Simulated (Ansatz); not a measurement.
## Phonon dispersion of ZrSe2

All numbers below come from DFT PBE, scalar-relativistic, plane waves, PAW (Ansatz). Plane waves to 420 eV; Γ-centred k mesh 12×12×6; fixed occupations. No spin polarisation. Phonons by linear response, acoustic sum rule imposed.

Relaxed structure:
```xyz
3
Lattice="3.7984 0.0000 0.0000 -1.8992 3.2895 0.0000 0.0000 0.0000 6.8928" Properties=species:S:1:pos:R:3 pbc="T T T"
Zr    0.0000    0.0000    0.0000
Se    0.0000    2.1930    1.5832
Se    1.8992    1.0965    5.3096
```

It was relaxed at this level from a cell as deposited in COD. The q mesh is coarse, so values between its points are rough. The run warned that its linear response isn't converged on this k mesh, so dielectric tensors, Born charges and infrared intensities are rough, and the frequencies may be too. No dispersion correction is applied, so modes and constants that involve weak contacts between layers, chains or molecules come out too soft.

Force constants from linear response on a 2×2×1 q mesh.

Path: Γ–M–K–Γ–A–L–H–A | L–M | H–K. Only the points of the 2×2×1 mesh were computed; the rest is interpolation, which is rough on so few points. On the mesh no mode is imaginary. Distance along the path (Å⁻¹), then the branches (cm⁻¹, negative for imaginary; the LO field is included):
```
0.000  0 0 0 97 139 139 183 222 241
0.239  30 44 72 97 135 149 179 226 234
0.477  53 71 104 116 126 158 172 203 241
0.716  60 77 105 127 129 155 176 180 245
0.955  56 77 101 123 136 158 164 183 246
1.093  56 82 105 120 139 160 164 181 242
1.231  54 93 116 117 143 164 164 177 230
1.369  53 102 112 132 146 158 164 184 214
1.506  53 107 107 146 146 148 164 198 198
1.782  54 95 116 128 134 163 166 187 222
2.058  53 80 111 120 124 160 171 204 233
2.333  34 51 81 97 134 151 178 229 230
2.609  0 0 0 97 139 139 183 222 241
2.666  0 0 0 97 97 139 139 183 249
2.780  0 0 0 97 97 139 139 183 249
2.894  0 1 1 97 97 139 139 183 249
3.008  0 1 1 97 97 139 139 183 249
3.184  16 23 36 97 138 141 147 182 245
3.423  43 61 94 98 131 162 175 212 230
3.662  59 75 107 124 125 160 173 189 242
3.901  58 77 102 125 134 156 169 181 246
4.089  56 78 102 122 137 158 164 182 245
4.227  56 88 110 118 141 162 164 178 236
4.365  54 98 113 124 145 162 164 179 222
4.503  53 105 110 139 146 153 164 191 205
4.709  53 102 112 136 142 158 164 188 211
4.985  55 88 119 123 125 163 169 193 228
5.261  47 69 101 102 128 163 174 218 225
5.536  18 27 42 97 138 148 152 182 244
5.674  56 77 101 123 136 158 164 183 246
5.788  56 77 101 123 136 158 164 183 246
5.902  56 77 101 123 136 158 164 183 246
6.016  56 77 101 123 136 158 164 183 246
6.130  56 77 101 123 136 158 164 183 246
6.187  53 107 107 146 146 147 165 198 198
6.301  53 107 107 146 146 147 164 198 198
6.415  53 107 107 146 146 148 164 198 198
6.529  53 107 107 146 146 148 164 198 198
```
